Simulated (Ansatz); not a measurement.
**Structure optimisation: boron, alpha-rhombohedral (B12)**

Computed with Ansatz, DFT, PBEsol, plane waves (420 eV) with PAW, scalar-relativistic. (PAW data from PBE, frozen cores regenerated.)

k-point mesh 4×4×4, Fermi-Dirac smearing 0.05 eV, no spin polarisation. Cell and atoms relax.

Starting structure:

```yaml
crystal:
  lattice:
    - [2.4540015844, 1.4168184754, 4.189]
    - [-2.4540015844, 1.4168184754, 4.189]
    - [0.0, -2.8336369507, 4.189]
  atoms:
    - { symbol: B, position: [0.0104, 0.6573, 0.0104] }
    - { symbol: B, position: [0.0104, 0.0104, 0.6573] }
    - { symbol: B, position: [0.6573, 0.0104, 0.0104] }
    - { symbol: B, position: [0.9896, 0.3427, 0.9896] }
    - { symbol: B, position: [0.3427, 0.9896, 0.9896] }
    - { symbol: B, position: [0.9896, 0.9896, 0.3427] }
    - { symbol: B, position: [0.2206, 0.6323, 0.2206] }
    - { symbol: B, position: [0.2206, 0.2206, 0.6323] }
    - { symbol: B, position: [0.6323, 0.2206, 0.2206] }
    - { symbol: B, position: [0.7794, 0.3677, 0.7794] }
    - { symbol: B, position: [0.3677, 0.7794, 0.7794] }
    - { symbol: B, position: [0.7794, 0.7794, 0.3677] }
hamiltonian:
  xc: pbesol
  pseudopotentials:
    kind: paw
    azcp:
      B: "pseudopotentials/B.paw.azcp"
basis:
  ecutwfc: 420
  fft_grid_basis: typed
kpoints:
  mp_grid: { grid: [4, 4, 4], shift: [0, 0, 0] }
magnetization:
  spin_polarized: false
scf:
  occupations: { method: fermi_dirac, width: 0.05 }
relax:
  max_steps: 60
  f_tol: 0.01
  cell: {}
```

What cell does the relaxation end in?

R-3m with a = 4.877 Å, c = 12.498 Å (c/a = 2.563); 7.15 Å³ per atom against 7.28 at the start (-1.8 %).

How much energy does the relaxation gain?

5.1 meV per atom.
